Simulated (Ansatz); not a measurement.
## Cu₂O: field gradients at two levels of theory

Cell: an entry of the Crystallography Open Database (COD), whose atoms a relaxation with PBE at fixed cell left in place.

Space group Pn-3m:1 (No. 224); a = 4.2600 Å.

| site | Wyckoff | site symmetry | x | y | z |
| --- | --- | --- | --- | --- | --- |
| Cu | 4b | .-3m | 0.2500 | 0.2500 | 0.2500 |
| O | 2a | -43m | 0.0000 | 0.0000 | 0.0000 |

One atom of each set is listed.

First run. The numbers come from a DFT calculation in Ansatz (PBE, plane waves and PAW, scalar-relativistic, 420 eV cutoff, Γ-centred 7×7×7 k-points, Fermi–Dirac smearing 0.02 eV).

```json
{"site": "Cu", "V_zz (10²¹ V/m²)": "-5.30", "η": "0.00"}
```

Second run. The same atoms and settings, except that the functional is LDA.

Problem. What does the second run give?

Solution. 

```json
{"site": "Cu", "V_zz": "-4.98", "η": "0.00", "change of V_zz": "+0.32"}
```

The largest change of V_zz is on Cu, from -5.30 to -4.98. In per cent, |V_zz| changes by -6 on Cu (all sites that start above 0.5). Sites without a gradient aren't listed.

Semilocal functionals underestimate gradients at Cu(I) with two or three neighbours, in Cu₂O by a fifth to nearly a half.
For the second run: At this cell the LDA pressure is -8 GPa, so with LDA the cell would shrink if it were relaxed.
